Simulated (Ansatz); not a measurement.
# TiTe2 (P-3m1) in Ansatz: further runs

One crystal, TiTe2, is run at these levels: PBE; tasks: relaxation of cell and atoms.

Everything below comes from runs of Ansatz 0.2.0. Logs are shortened: lines on timing, memory, paths and dates and some standing lists are left out, and cuts for length are marked.

### 1 The crystal as given

Symmetry: P-3m1, No. 164, trigonal system. Conventional cell: a = 3.777 Å, b = 3.777 Å, c = 6.498 Å, α = 90.00°, β = 90.00°, γ = 120.00°. Around Te (site symmetry 3m) lie 3 Ti at 2.77 Å. Around Ti (site symmetry -3m) lie 6 Te at 2.77 Å.

### 2 Relaxation of cell and atoms, PBE

input.yaml

```yaml
crystal:
  lattice:
    - [3.777, 0.0, 0.0]
    - [-1.8885, 3.2709779501, 0.0]
    - [0.0, 0.0, 6.498]
  atoms:
    - { symbol: Te, position: [0.3333333333, 0.6666666667, 0.7372] }
    - { symbol: Te, position: [0.6666666667, 0.3333333333, 0.2628] }
    - { symbol: Ti, position: [0.0, 0.0, 0.0] }
hamiltonian:
  xc: pbe
  pseudopotentials: { kind: paw }
kpoints:
  mp_grid: { grid: [8, 8, 4] }
scf:
  occupations: { method: fermi_dirac, width: 0.05 }
output:
  forces: true
  stress: true
  eigenvalues: true
  write_density: true
  write_potential: true
  elf: true
  volumetric_format: npy
relax:
  f_tol: 0.01
  max_steps: 40
  cell: { stress_tol: 0.05 }
```

Potentials or basis: Ansatz PAW.

On the command line:

```bash
$ ansatz run input.yaml --threads 2 --pin off --max-ram 5632MiB --backend cpu --events-out ev --progress --plain --runs-dir out
```

Output:

```text
Warning: RAYON_NUM_THREADS=2 ignored (pool sized by the plan → 2); use --threads N
Engine: ansatz 0.2.0, aarch64-unknown-linux-gnu
Pseudopotentials: kind: paw
Pseudopotential: Te, paw, valence charge 16, recommended cutoff 420 eV (normal), Te.paw.azcp
Pseudopotential: Ti, paw, valence charge 12, recommended cutoff 420 eV (normal), Ti.paw.azcp
Functional definition: PBE
  parameter kappa = 0.804
  parameter beta = 0.06672455060314922
  exchange = pbe_x(kappa = kappa, mu = beta*pi^2/3)
  correlation = pbe_c(beta = beta)
Crystal: 3 atoms, lattice volume = 80.279 Å³
Basis set: ecut = 420 eV, 1581 PW (Γ), exchange–correlation on 54×54×90 points (8 copies of the dense FFT grid, shifted against one another)
Bands: 27, of which v1, the nominal top of the filled ones, is band 22 counted from 1 (21 counted from 0)
Symmetry: 12 space group operations
Space group: P-3m1 (ITA 164), of the structure as read, at distance tolerance 4.3e-5 Å
k-points: 35 of 256
Non-local potential: Te, projectors of the file, l = 0: 2, l = 1: 2, l = 2: 2, l = 3: 2
Non-local potential: Ti, projectors of the file, l = 0: 3, l = 1: 2, l = 2: 3, l = 3: 1
PAW form: soft (Blöchl's): semilocal exchange-correlation on the pseudo side does not see the compensation charge
PAW one-centre angular grid: Te, 590 points (default); XC on 64 Gauss nodes
PAW one-centre angular grid: Ti, 590 points (default); XC on 64 Gauss nodes
Initial density: superposition of atomic densities (neutral atoms: chi_scale 0, normalization atom), corrected by the library's trained network
Initial wavefunctions: pseudopotential atomic-orbital guess
Functional: x = pbe(κ = 0.804, μ = 0.2195149727645171), c = pbe(β = 0.06672455060314922)
SCF iter   1: F=—  HF=-16461.684601 eV  |F-HF|=—  |Δ(HF+E_count)|=         —  Δρ=3.18e-3  dr2=1.45e-2  ethr=1.77e-3  ⟨swp⟩=6.1  Hψ=4238  notcnv=0
preconditioner: auto → LDOS  [metal: Δε(μ)=0.058 eV  Ē_g=6.304 eV  σ=0.050 eV  W_gap=0.28  n_scr=22 (ndim 8)  ℏωp=16.6 eV  f_vac=0.014  D(μ)=1.36/eV (n_scr^D=2)  β→1.0]
SCF iter   2: F=—  HF=-16461.685058 eV  |F-HF|=—  |Δ(HF+E_count)|=   4.57e-4  Δρ=3.45e-3  dr2=1.90e-2  ethr=3.30e-5  ⟨swp⟩=2.1  Hψ=2048  notcnv=0
SCF iter   3: F=—  HF=-16461.682926 eV  |F-HF|=—  |Δ(HF+E_count)|=   2.13e-3  Δρ=4.78e-4  dr2=3.92e-4  ethr=3.30e-5  ⟨swp⟩=2.4  Hψ=1238  notcnv=0
SCF iter   4: F=—  HF=-16461.682912 eV  |F-HF|=—  |Δ(HF+E_count)|=   1.43e-5  Δρ=1.15e-4  dr2=1.82e-5  ethr=8.91e-7  ⟨swp⟩=2.0  Hψ=1097  notcnv=0
SCF iter   5: F=—  HF=-16461.682899 eV  |F-HF|=—  |Δ(HF+E_count)|=   1.28e-5  Δρ=3.77e-5  dr2=2.61e-6  ethr=4.13e-8  ⟨swp⟩=2.0  Hψ=1677  notcnv=0
SCF iter   6: F=-16461.682899 eV  HF=-16461.682899 eV  |F-HF|=3.43e-8  |Δ(HF+E_count)|=   2.93e-7  Δρ=9.28e-6  dr2=3.63e-8  ethr=2.27e-10  ⟨swp⟩=8.7  Hψ=6758  notcnv=0
SCF 1 converged in 6 iterations: F = -16461.682899 eV  dr2 = 3.63e-8
relax step   1: F+E_penalty+E_count = -16461.68289894 eV  Δ(F+E_penalty+E_count) = +0.000e0 eV  max|allowed force component| = 1.197e-2 eV/Å  Δτ_max = 0.0000 Å  P = +0.908 GPa  Ω = 80.279 Å³  (6 SCF iters, dr2 threshold 1.00e-7 eV, accepted)
Crystal: 3 atoms, lattice volume = 84.789 Å³
Basis set: ecut = 420 eV, 1643 PW (Γ), exchange–correlation on 54×54×90 points (8 copies of the dense FFT grid, shifted against one another)
Initial density: handed on by an earlier stage of this run
Initial wavefunctions: those handed on with the density
iter 1 solved again at ethr=4.47e-4 eV; its pass at ethr=3.10e-3 eV (dr2=1.97e-1 eV) is discarded
SCF iter   1: F=—  HF=-16461.709600 eV  |F-HF|=—  |Δ(HF+E_count)|=         —  Δρ=8.25e-3  dr2=1.99e-1  ethr=4.47e-4  ⟨swp⟩=1.0  Hψ=4901  notcnv=0
preconditioner: auto → LDOS  [metal: Δε(μ)=0.070 eV  Ē_g=6.222 eV  σ=0.050 eV  W_gap=0.31  n_scr=22 (ndim 8)  ℏωp=16.1 eV  f_vac=0.027  D(μ)=1.26/eV (n_scr^D=2)  β→1.0]
[... 29 lines left out ...]
Crystal: 3 atoms, lattice volume = 83.566 Å³
iter 1 solved again at ethr=3.17e-7 eV; its pass at ethr=3.10e-3 eV (dr2=1.39e-4 eV) is discarded
SCF iter   1: F=—  HF=-16461.692894 eV  |F-HF|=—  |Δ(HF+E_count)|=         —  Δρ=3.23e-4  dr2=1.29e-4  ethr=3.17e-7  ⟨swp⟩=2.3  Hψ=4729  notcnv=0
preconditioner: auto → LDOS  [metal: Δε(μ)=0.046 eV  Ē_g=6.174 eV  σ=0.050 eV  W_gap=0.23  n_scr=22 (ndim 8)  ℏωp=16.2 eV  f_vac=0.023  D(μ)=1.54/eV (n_scr^D=2)  β→1.0]
SCF iter   2: F=—  HF=-16461.692891 eV  |F-HF|=—  |Δ(HF+E_count)|=   3.26e-6  Δρ=2.36e-4  dr2=6.75e-5  ethr=2.93e-7  ⟨swp⟩=2.9  Hψ=1819  notcnv=0
SCF iter   3: F=—  HF=-16461.692950 eV  |F-HF|=—  |Δ(HF+E_count)|=   5.95e-5  Δρ=4.42e-5  dr2=2.26e-6  ethr=1.53e-7  ⟨swp⟩=2.9  Hψ=1727  notcnv=0
SCF iter   4: F=—  HF=-16461.692949 eV  |F-HF|=—  |Δ(HF+E_count)|=   8.91e-7  Δρ=7.20e-6  dr2=7.56e-8  ethr=5.15e-9  ⟨swp⟩=2.7  Hψ=1570  notcnv=0
SCF iter   5: F=-16461.692949 eV  HF=-16461.692949 eV  |F-HF|=1.23e-8  |Δ(HF+E_count)|=   4.24e-9  Δρ=2.45e-6  dr2=1.45e-8  ethr=7.92e-11  ⟨swp⟩=9.8  Hψ=5956  notcnv=0
SCF 5 converged in 5 iterations: F = -16461.692949 eV  dr2 = 1.45e-8
relax step   5: F+E_penalty+E_count = -16461.69294949 eV  Δ(F+E_penalty+E_count) = -1.254e-4 eV  max|allowed force component| = 1.438e-4 eV/Å  Δτ_max = 0.0031 Å  P = +0.004 GPa  Ω = 83.566 Å³  energy of the carried Pulay correction = -4.690e-4 eV  (5 SCF iters, dr2 threshold 3.49e-8 eV, accepted)
Initial wavefunctions: pseudopotential atomic-orbital guess (no wavefunctions were taken with the density)
iter 1 solved again at ethr=3.06e-7 eV; its pass at ethr=3.10e-3 eV (dr2=1.35e-4 eV) is discarded
SCF iter   1: F=—  HF=-16461.692203 eV  |F-HF|=—  |Δ(HF+E_count)|=         —  Δρ=3.01e-4  dr2=1.81e-6  ethr=3.06e-7  ⟨swp⟩=3.2  Hψ=6409  notcnv=0
preconditioner: auto → LDOS  [metal: Δε(μ)=0.047 eV  Ē_g=6.177 eV  σ=0.050 eV  W_gap=0.23  n_scr=22 (ndim 8)  ℏωp=16.2 eV  f_vac=0.023  D(μ)=1.53/eV (n_scr^D=2)  β→1.0]
SCF iter   2: F=—  HF=-16461.693410 eV  |F-HF|=—  |Δ(HF+E_count)|=   1.21e-3  Δρ=1.56e-5  dr2=6.49e-7  ethr=4.12e-9  ⟨swp⟩=2.4  Hψ=1694  notcnv=0
SCF iter   3: F=—  HF=-16461.693410 eV  |F-HF|=—  |Δ(HF+E_count)|=   1.25e-7  Δρ=1.22e-5  dr2=3.96e-7  ethr=1.48e-9  ⟨swp⟩=3.0  Hψ=1728  notcnv=0
SCF iter   4: F=—  HF=-16461.693410 eV  |F-HF|=—  |Δ(HF+E_count)|=   8.93e-8  Δρ=3.74e-6  dr2=3.60e-8  ethr=9.00e-10  ⟨swp⟩=1.1  Hψ=947  notcnv=0
SCF iter   5: F=—  HF=-16461.693410 eV  |F-HF|=—  |Δ(HF+E_count)|=   5.21e-9  Δρ=9.03e-7  dr2=1.98e-9  ethr=8.19e-11  ⟨swp⟩=2.7  Hψ=1599  notcnv=0
SCF iter   6: F=—  HF=-16461.693410 eV  |F-HF|=—  |Δ(HF+E_count)|=  1.02e-10  Δρ=1.93e-7  dr2=3.04e-11  ethr=4.51e-12  ⟨swp⟩=3.0  Hψ=1704  notcnv=0
SCF iter   7: F=-16461.693410 eV  HF=-16461.693410 eV  |F-HF|=7.28e-12  |Δ(HF+E_count)|=  3.64e-11  Δρ=4.56e-8  dr2=1.08e-12  ethr=1.00e-12  ⟨swp⟩=6.3  Hψ=3950  notcnv=0
SCF 6 converged in 7 iterations: F = -16461.693410 eV  dr2 = 1.08e-12
relax step   6: F+E_penalty+E_count = -16461.69341036 eV  Δ(F+E_penalty+E_count) = -4.609e-4 eV  max|allowed force component| = 5.419e-5 eV/Å  Δτ_max = 0.0000 Å  P = +0.003 GPa  Ω = 83.566 Å³  stress off target by 1.89e-2 GPa  SCF on the basis re-selected at this cell (its energy is not comparable with the rows above)  (7 SCF iters)
basis re-selected at this cell: Δ(F+E_penalty+E_count) = -4.609e-4 eV, ΔP = -0.001 GPa vs the last step (what re-selecting the basis moved, of the pressure what is left beyond the Pulay correction that the steps carried, after the strain that the cell walked since its last selection, with what the two solves' SCF thresholds leave and, on support functions, any second-order correction that the steps lacked; it is no measure of the basis error at this ecutwfc). This SCF's stress stands 1.89e-2 GPa from its target on what of the cell is left free (relax.cell.stress_tol is 5.00e-2 GPa) and its largest allowed force component is 5.42e-5 eV/Å (relax.f_tol is 1.00e-2 eV/Å): within both
SCF converged after 7 iterations
Free energy (F): -16461.693410 eV
Harris-Foulkes:  -16461.693410 eV  (|F-HF|=7.28e-12)
Internal energy: -16461.680999 eV  (E = F + TS)
E sigma→0 (E₀):  -16461.687205 eV
Entropy (-TS):   -0.012411 eV (-4.137 meV/atom)
Fermi energy:    9.644040 eV
--- Per-component energies (eV) ---
  E_band       = -693.778729
  E_kinetic    = 632.321905
  E_local      = -3636.230481  (includes V_loc(G=0)·N_el)
  E_nonlocal   = -612.042837
  E_hartree    = 2091.821252
  E_xc         = -346.138123
  E_vxc        = -330.376253  (∫ρ·V_xc dr)
  E_paw        = -10372.508662  (= ΣΔE_a)
  E_vpaw       = -931.093348  (= ΣTr[D̂ρ^β])
  E_aug_tail   = -0.000227  (compensation charges beyond the density's cutoff)
  E_ewald      = -4218.903827
  E_smearing   = -0.012411  (= −TS)
  E_closure    = 0.000000  (closes the sum)
  Σ components = -16461.693410   (vs F -16461.693410, Δ=0.00e0)
--- Forces (eV/Å), atoms counted from 1 ---
  atom   1  Te     0.00000000     0.00000000    -0.00005419
  atom   2  Te     0.00000000    -0.00000000     0.00005419
  atom   3  Ti     0.00000000     0.00000000     0.00000000
  max |Σ_I F_I| component: 2.03e-20 eV/Å
--- Stress (GPa, compression-positive) ---
       -0.005607       0.000000       0.000000
        0.000000      -0.005607       0.000000
        0.000000       0.000000       0.018933
  P = ⅓ Tr σ = 0.0026 GPa (0.026 kbar)
--- Band table (eV; the first three rows and the last of 35) ---
  k-point 0: bands = ["-47.8403", "-26.8125", "-26.8125", "-26.8079", "-26.8079", "-26.7859", "-26.7859", "-26.7849", "-26.7849", "-26.7750", "-26.7731", "-24.0862", "-24.0862", "-24.0595", "-2.5775", "-1.2822", "4.6597", "8.0276", "8.0276", "9.8960", "10.0035", "10.0507", "10.0507", "10.7011", "10.7011", "12.7655", "12.7655"]
  k-point 1: bands = ["-47.8403", "-26.8129", "-26.8129", "-26.8076", "-26.8076", "-26.7857", "-26.7857", "-26.7849", "-26.7849", "-26.7747", "-26.7734", "-24.0862", "-24.0862", "-24.0596", "-2.4490", "-1.5045", "5.2018", "8.0504", "8.0504", "8.5351", "10.0471", "10.0471", "10.4950", "10.5892", "10.5892", "12.9185", "12.9185"]
  k-point 2: bands = ["-47.8403", "-26.8132", "-26.8132", "-26.8074", "-26.8074", "-26.7855", "-26.7855", "-26.7850", "-26.7850", "-26.7741", "-26.7740", "-24.0862", "-24.0862", "-24.0596", "-2.2216", "-1.8191", "6.2097", "7.1748", "8.0743", "8.0743", "10.0439", "10.0439", "10.4858", "10.4858", "10.5916", "13.0663", "13.0663"]
  k-point 34: bands = ["-47.8375", "-26.8119", "-26.8057", "-26.8040", "-26.8032", "-26.7888", "-26.7887", "-26.7863", "-26.7853", "-26.7690", "-26.7688", "-24.1225", "-24.1095", "-24.0395", "-0.7038", "-0.6424", "5.3958", "5.6761", "6.4781", "6.8339", "7.8180", "8.0375", "10.3749", "10.7674", "10.8169", "12.1620", "12.7923"]
--- Relaxed structure (5 steps of the walk, 5 accepted, 1 SCFs on fresh bases) ---
  F+E_penalty+E_count = -16461.69341036 eV   max|allowed force component| = 5.419e-5 eV/Å   (the final SCF, on the basis selected at the relaxed cell)
  cell:  # Å, volume = 83.5663 Å³
    - [3.7881490295914677, 9.274319583740125e-34, 1.8291576693655327e-17]
    - [-1.8940745147957339, 3.2806332929475803, -9.145788346827664e-18]
    - [3.146906681367755e-17, 3.686724520783965e-33, 6.724292367284452]
  atoms:
    - { symbol: Te, position: [0.3333333333333333, 0.6666666666666666, 0.7449329710178966] }
    - { symbol: Te, position: [0.6666666666666666, 0.3333333333333333, 0.2550670289821034] }
    - { symbol: Ti, position: [8.477949848105092e-35, -4.007065603192774e-35, -7.418412301374843e-68] }
```

Wall time 14 s (2 threads of Arm Neoverse V2, shared host); peak memory 0.41 GiB.

Results:

```yaml
Free_energy: -16461.6934 eV
Relaxed_volume: 27.86 Å³/atom
Relaxed_cell: a = 3.788 Å, b = 3.788 Å, c = 6.724 Å, α = 90.00°, β = 90.00°, γ = 120.00°
Space_group_after_relaxing_to_0.05_Å: P-3m1 (No. 164)
Energy_gained_by_relaxing: 3.5 meV/atom
Ionic_steps: 6
Pressure_after_relaxing: 0.0 GPa
Band_gap_on_the_k_mesh: none (metal or under the smearing width)
```

Step by step:
```
step  energy change (eV)  largest force (eV/Å)  volume (Å³)
   1              0.0000                0.0120        80.28
   2             -0.0044                0.1261        84.79
   3             -0.0074                0.1244        84.04
   4             -0.0099                0.0090        83.55
   5             -0.0101                0.0001        83.57
   6             -0.0105                0.0001        83.57
```

Final structure:
```yaml
crystal:
  lattice:
    - [3.78815, 0.00000, 0.00000]
    - [-1.89407, 3.28063, 0.00000]
    - [0.00000, 0.00000, 6.72429]
  atoms:
    - { symbol: Te, position: [0.33333, 0.66667, 0.74493] }
    - { symbol: Te, position: [0.66667, 0.33333, 0.25507] }
    - { symbol: Ti, position: [0.00000, 0.00000, 0.00000] }
```

Levels at points of the mesh, in eV from the Fermi level:
| k point | band 19 | band 20 | band 21 | band 22 | band 23 | band 24 | band 25 | band 26 |
| --- | --- | --- | --- | --- | --- | --- | --- | --- |
| (0.00, 0.00, 0.00) | -1.62 | 0.25 | 0.36 | 0.41 | 0.41 | 1.06 | 1.06 | 3.12 |
| (0.00, 0.00, -0.50) | -1.57 | -1.57 | 0.40 | 0.40 | 0.84 | 0.84 | 0.95 | 3.42 |
| (0.00, -0.50, 0.00) | -2.51 | -2.33 | -1.74 | -0.99 | 0.03 | 1.14 | 1.47 | 2.45 |
| (0.00, -0.50, -0.50) | -2.36 | -1.92 | -1.12 | -0.63 | -0.23 | 1.14 | 1.45 | 2.69 |

Caveat: the plane-wave basis is chosen anew once the cell has moved, so the energies of steps on either side of that aren't comparable; this functional lacks dispersion, which binds the layers, so the pressure and a relaxed spacing across them are unreliable. Zero-point motion and thermal expansion aren't in these numbers.

(Continued in part 2 of 2.)
